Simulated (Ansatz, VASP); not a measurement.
## Rh in VASP and in Ansatz

```
Rh
1.0
     2.70820    0.00000    0.00000
     0.00000    2.70820    0.00000
     0.00000    0.00000   18.82998
Rh
3
Direct
  0.50000 0.50000 0.39830
  0.00000 0.00000 0.50000
  0.50000 0.50000 0.60170
```

Alike in both runs: task single point; functional PBE; k mesh 13 × 13 × 1; occupations gaussian, width 0.1 eV; no spin polarisation.

|  | VASP | Ansatz |
| --- | --- | --- |
| version | VASP 6.6.1 | Ansatz 0.2.0 |
| potentials or method | VASP PAW PBE potentials, release 64 (Rh_pv) | scalar-relativistic, plane waves, PAW |
| plane-wave cutoff (eV) | 520 | 420 |
| valence electrons in the cell | 45 | 51 |

Ansatz gave:

| Property | Result |
| --- | --- |
| gap on the k mesh at the Fermi level (eV) | none |
| rms of the force components (eV/Å) | 0.304 |
| work function, face that differs most (eV) | 4.92 |

Question: Estimate VASP's values.

Answer: gap on the k mesh at the Fermi level (eV): none; rms of the force components (eV/Å): 0.303; work function, face that differs most (eV): 4.92.

Atom by atom the forces differ by 0.001 eV/Å (rms over components). A gap of «none» marks a metal or a gap that the smearing closes. The two sets of potentials don't hold the same shells in valence. Ansatz warned: «xc_potential_rough_in_thin_density».
